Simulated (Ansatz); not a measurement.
# Rh: equation of state, part 2 of 2

How stiff is Rh, and at what volume does the pressure vanish? The cell is scaled evenly, atoms carried along, and solved with LAPW, PAW and all-electron datasets made for the crystal.

Ansatz 0.2.0; DFT PBE; a database cell (COD). «Crystal datasets» are all-electron PAW datasets made for this crystal. Earlier steps stand in the parts before.

### 10 Volume × 1.02, crystal datasets

input.yaml reads:

```yaml
crystal:
  lattice:
    - [0.0, 1.9141434134, 1.9141434134]
    - [1.9141434134, 0.0, 1.9141434134]
    - [1.9141434134, 1.9141434134, 0.0]
  atoms:
    - { symbol: Rh, position: [0.0, 0.0, 0.0] }
kpoints:
  mp_grid: { grid: [16, 16, 16] }
scf:
  occupations: { method: fermi_dirac, width: 0.08 }
hamiltonian:
  xc: pbe
  pseudopotentials: { kind: all_electron, datasets: crystal }
output:
  forces: true
  stress: true
  eigenvalues: true
  efg: { contact_densities: true }
```

The run is started by

```sh
ansatz run input.yaml --threads 1 --pin off --max-ram 3072MiB --backend cpu --events-out ev --progress --plain --runs-dir out
```

Log, cut to the lines that bear on the results:

```text
[...]
Rh: output.efg is read without spin–orbit coupling, which moves field gradients at and beside such atoms by some per cent and up to a factor of two; PAW files take it under magnetization.noncollinear and magnetization.spin_orbit
[...]
Pseudopotentials: kind: all_electron
Pseudopotential: Rh, paw, valence charge 17, recommended cutoff 280 eV (normal), Koelling and Harmon's equation, gaussian nucleus
Functional definition: PBE
[...]
Crystal: 1 atoms, lattice volume = 14.027 Å³
Basis set: ecut = 280 eV, 169 PW (Γ), exchange–correlation on 30×30×30 points (8 copies of the dense FFT grid, shifted against one another)
Bands: 9, of which v1, the nominal top of the filled ones, is band 5 counted from 1 (4 counted from 0)
Symmetry: 48 space group operations
Space group: Fm-3m (ITA 225), of the structure as read, at distance tolerance 2.4e-5 Å
k-points: 145 of 4096
[...]
Fermi energy:    23.960565 eV
[...]
  The terms above E_closure are by the made datasets' own strengths, without shells solved beside the bands.
--- Forces (eV/Å), atoms counted from 1 ---
  atom   1  Rh    -0.00000000     0.00000000    -0.00000000
[...]
--- Stress (GPa, compression-positive) ---
        0.591077       0.000000       0.000000
        0.000000       0.591077       0.000000
        0.000000       0.000000       0.591077
  P = ⅓ Tr σ = 0.5911 GPa (5.911 kbar)
  It holds what live shells' own plane waves past their cutoff add
--- PAW observables at the nuclei: V_zz in 10²¹ V/m², potentials from the cell's mean, atoms counted from 1 ---
  atom   1  Rh V_zz =    -0.000000   η = 0.0000   by run symmetry: forbidden
            electrostatic potential = -7029.167283 V   contact ρ = 789917.495402 e/Å³
--- Band table (eV; the first three rows and the last of 145) ---
  k-point 0: bands = ["16.1530", "20.9835", "20.9835", "20.9835", "23.0056", "23.0056", "39.7702"]
[...]
```

Run time: 5.3 s. Hardware: 1 thread of Intel Xeon Platinum 8488C (Sapphire Rapids), shared host; peak memory 0.43 GiB.

In short: pressure 0.59 GPa; no gap.

### 11 Volume × 1.06, LAPW

input.yaml reads:

```yaml
crystal:
  lattice:
    - [0.0, 1.9388447625, 1.9388447625]
    - [1.9388447625, 0.0, 1.9388447625]
    - [1.9388447625, 1.9388447625, 0.0]
  atoms:
    - { symbol: Rh, position: [0.0, 0.0, 0.0] }
kpoints:
  mp_grid: { grid: [16, 16, 16] }
  band_path:
    path:
      - [0.0, 0.0, 0.0]
      - [0.5, 0.0, 0.5]
      - [0.625, 0.25, 0.625]
      - [0.375, 0.375, 0.75]
      - [0.0, 0.0, 0.0]
      - [0.5, 0.5, 0.5]
      - [0.5, 0.25, 0.75]
      - [0.5, 0.0, 0.5]
    npoints: 5
scf:
  occupations: { method: fermi_dirac, width: 0.08 }
hamiltonian:
  xc: pbe
  pseudopotentials: { kind: all_electron, lapw: { basis_error: 0.001 } }
output:
  forces: true
  stress: true
  eigenvalues: true
```

The run is started by

```sh
ansatz run input.yaml --threads 1 --pin off --max-ram 3072MiB --backend cpu --events-out ev --progress --plain --runs-dir out
```

Log, cut to the lines that bear on the results:

```text
LAPW: plane waves up to 8.343 Å⁻¹, error target 1.0e-3 eV per atom; small_component_spin mean_spin; Rh in spheres of 1.371 Å, 27 of its electrons in bands, Dirac shells []
[...]
[... 3 set-up lines as earlier in the session ...]
[...]
Crystal: 1 atoms, lattice volume = 14.577 Å³
Basis set: ecut = 265.19487145751623 eV, 137 PW (Γ), exchange–correlation at level 2
Bands: 18, of which v1, the nominal top of the filled ones, is band 14 counted from 1 (13 counted from 0)
[... 2 set-up lines as earlier in the session ...]
k-points: 145 of 4096
[...]
SCF iter   1: F=—  HF=-130187.775852 eV  |F-HF|=—  |Δ(HF+E_count)|=         —  Δρ=3.51e-2  dr2=9.40e-2  ethr=3.46e-4  ⟨swp⟩=2.9  Hψ=17064  notcnv=0
[...]
SCF iter   6: F=-130187.298591 eV  HF=-130187.298591 eV  |F-HF|=2.14e-9  |Δ(HF+E_count)|=   5.80e-7  Δρ=2.54e-6  dr2=4.07e-10  ethr=1.90e-9  ⟨swp⟩=2.5  Hψ=7433  notcnv=0
[...]
NSCF: frozen V_eff on 36 k-points
SCF converged after 6 iterations
Free energy (F): -130187.298591 eV
[...]
E sigma→0 (E₀):  -130187.282406 eV
Entropy (-TS):   -0.032371 eV (-32.371 meV/atom)
Fermi energy:    22.816438 eV
[...]
--- Forces (eV/Å), atoms counted from 1 ---
  atom   1  Rh     0.00000000    -0.00000000     0.00000000
[...]
--- Stress (GPa, compression-positive) ---
       -8.424845      -0.000000       0.000000
       -0.000000      -8.424845       0.000000
        0.000000       0.000000      -8.424845
  P = ⅓ Tr σ = -8.4248 GPa (-84.248 kbar)
--- Band table (eV; the first three rows and the last of 145) ---
  k-point 0: bands = ["-273.9789", "-273.9789", "-273.9789", "-273.9531", "-273.9531", "-55.8869", "-23.4197", "-23.4197", "-23.4197", "15.2872", "20.0133", "20.0133", "20.0133", "21.9154", "21.9154", "38.6503", "43.6880", "43.6880"]
[...]
```

Wall time 8.8 s (1 thread of Intel Xeon Platinum 8488C (Sapphire Rapids), shared host); peak memory 0.37 GiB.

This run gives: pressure -8.42 GPa; no gap.

### 12 Volume × 1.06, PAW

input.yaml reads:

```yaml
crystal:
  lattice:
    - [0.0, 1.9388447625, 1.9388447625]
    - [1.9388447625, 0.0, 1.9388447625]
    - [1.9388447625, 1.9388447625, 0.0]
  atoms:
    - { symbol: Rh, position: [0.0, 0.0, 0.0] }
kpoints:
  mp_grid: { grid: [16, 16, 16] }
scf:
  occupations: { method: fermi_dirac, width: 0.08 }
hamiltonian:
  xc: pbe
  pseudopotentials: { kind: paw }
output:
  forces: true
  stress: true
  eigenvalues: true
  efg: { contact_densities: true }
```

The run is started by

```sh
ansatz run input.yaml --threads 1 --pin off --max-ram 3072MiB --backend cpu --events-out ev --progress --plain --runs-dir out
```

Log, cut to the lines that bear on the results:

```text
Rh: output.efg is read without spin–orbit coupling, which moves field gradients at and beside such atoms by some per cent and up to a factor of two; PAW files take it under magnetization.noncollinear and magnetization.spin_orbit
[...]
[... 3 set-up lines as earlier in the session ...]
[...]
Crystal: 1 atoms, lattice volume = 14.577 Å³
Basis set: ecut = 420 eV, 283 PW (Γ), exchange–correlation on 40×40×40 points (8 copies of the dense FFT grid, shifted against one another)
Bands: 13, of which v1, the nominal top of the filled ones, is band 9 counted from 1 (8 counted from 0)
[... 2 set-up lines as earlier in the session ...]
k-points: 145 of 4096
[...]
SCF converged after 6 iterations
Free energy (F): -6402.889920 eV
[...]
E sigma→0 (E₀):  -6402.873724 eV
Entropy (-TS):   -0.032392 eV (-32.392 meV/atom)
Fermi energy:    20.755209 eV
[...]
--- Forces (eV/Å), atoms counted from 1 ---
  atom   1  Rh     0.00000000     0.00000000    -0.00000000
[...]
--- Stress (GPa, compression-positive) ---
       -8.388929       0.000000       0.000000
        0.000000      -8.388929      -0.000000
       -0.000000      -0.000000      -8.388929
  P = ⅓ Tr σ = -8.3889 GPa (-83.889 kbar)
--- PAW observables at the nuclei: V_zz in 10²¹ V/m², potentials from the cell's mean, atoms counted from 1 ---
  atom   1  Rh V_zz =    +0.000000   η = 0.0000   by run symmetry: forbidden
            electrostatic potential = -7028.013231 V   contact ρ = 789884.599365 e/Å³
--- Band table (eV; the first three rows and the last of 145) ---
  k-point 0: bands = ["-57.9431", "-25.4804", "-25.4804", "-25.4804", "13.2219", "17.9508", "17.9508", "17.9508", "19.8522", "19.8522", "36.6044", "41.6335", "41.6335"]
[...]
```

Wall time 1.9 s (1 thread of Intel Xeon Platinum 8488C (Sapphire Rapids), shared host); peak memory 0.38 GiB.

Result: pressure -8.39 GPa; no gap.

### 13 Volume × 1.06, crystal datasets

Edit input.yaml of step 12 so:

```diff
@@ -13,3 +13,3 @@
   xc: pbe
-  pseudopotentials: { kind: paw }
+  pseudopotentials: { kind: all_electron, datasets: crystal }
 output:
```

The run is started by

```sh
ansatz run input.yaml --threads 1 --pin off --max-ram 3072MiB --backend cpu --events-out ev --progress --plain --runs-dir out
```

Log, cut to the lines that bear on the results:

```text
[...]
Rh: output.efg is read without spin–orbit coupling, which moves field gradients at and beside such atoms by some per cent and up to a factor of two; PAW files take it under magnetization.noncollinear and magnetization.spin_orbit
[...]
[... 3 set-up lines as earlier in the session ...]
[...]
Crystal: 1 atoms, lattice volume = 14.577 Å³
Basis set: ecut = 280 eV, 169 PW (Γ), exchange–correlation on 30×30×30 points (8 copies of the dense FFT grid, shifted against one another)
Bands: 9, of which v1, the nominal top of the filled ones, is band 5 counted from 1 (4 counted from 0)
[... 2 set-up lines as earlier in the session ...]
k-points: 145 of 4096
[...]
Fermi energy:    22.816465 eV
[...]
  The terms above E_closure are by the made datasets' own strengths, without shells solved beside the bands.
--- Forces (eV/Å), atoms counted from 1 ---
  atom   1  Rh     0.00000000    -0.00000000     0.00000000
[...]
--- Stress (GPa, compression-positive) ---
       -8.422222       0.000000       0.000000
       -0.000000      -8.422222       0.000000
        0.000000      -0.000000      -8.422222
  P = ⅓ Tr σ = -8.4222 GPa (-84.222 kbar)
  It holds what live shells' own plane waves past their cutoff add
--- PAW observables at the nuclei: V_zz in 10²¹ V/m², potentials from the cell's mean, atoms counted from 1 ---
  atom   1  Rh V_zz =    +0.000000   η = 0.0000   by run symmetry: forbidden
            electrostatic potential = -7028.069509 V   contact ρ = 789913.989463 e/Å³
--- Band table (eV; the first three rows and the last of 145) ---
  k-point 0: bands = ["15.2872", "20.0134", "20.0134", "20.0134", "21.9154", "21.9154", "38.6502"]
[...]
```

Run time: 5.3 s. Hardware: 1 thread of Intel Xeon Platinum 8488C (Sapphire Rapids), shared host; peak memory 0.43 GiB.

This run gives: pressure -8.42 GPa; no gap.

### 14 All volumes together

| method | volume (Å³/atom) | F above the lowest (meV/atom) | pressure (GPa) |
| --- | --- | --- | --- |
| LAPW | 13.202 | 47.4 | 18.93 |
| LAPW | 13.614 | 11.9 | 8.94 |
| LAPW | 14.027 | 0.0 | 0.59 |
| LAPW | 14.577 | 14.1 | -8.42 |
| PAW | 13.202 | 47.6 | 18.97 |
| PAW | 13.614 | 12.0 | 8.97 |
| PAW | 14.027 | 0.0 | 0.62 |
| PAW | 14.577 | 14.0 | -8.39 |
| crystal datasets | 13.202 | – | 18.94 |
| crystal datasets | 13.614 | – | 8.94 |
| crystal datasets | 14.027 | – | 0.59 |
| crystal datasets | 14.577 | – | -8.42 |

### 15 Summary of results

This closing draws on all 2 parts.

| quantity | value |
| --- | --- |
| equilibrium volume (LAPW) | 14.059 Å³/atom |
| bulk modulus (LAPW) | 256 GPa |
| its pressure derivative (LAPW) | 5.2 |
| equilibrium volume (PAW) | 14.061 Å³/atom |
| bulk modulus (PAW) | 256 GPa |
| its pressure derivative (PAW) | 5.2 |
| equilibrium volume (crystal datasets) | 14.059 Å³/atom |
| bulk modulus (crystal datasets) | 256 GPa |
| its pressure derivative (crystal datasets) | 5.2 |

In words: A third-order Birch-Murnaghan fit to the LAPW pressures puts zero pressure at 14.06 Å³/atom, +2.2 % from the given cell, with a bulk modulus of 256 GPa. Measured bulk modulus of Rh: 264 GPa (quoted in “Thermal equation of state of rhodium characterized by XRD in a resistively heated diamond anvil cell”, 2024, pmc:11535440). This calculation gives 256 GPa (-3.1 %). The calculation is for a static lattice at 0 K; heat and zero-point motion mostly soften a crystal. PAW's volume lies +0.01 % and its modulus less than 0.1 % from LAPW's. No thermal or zero-point expansion is included.
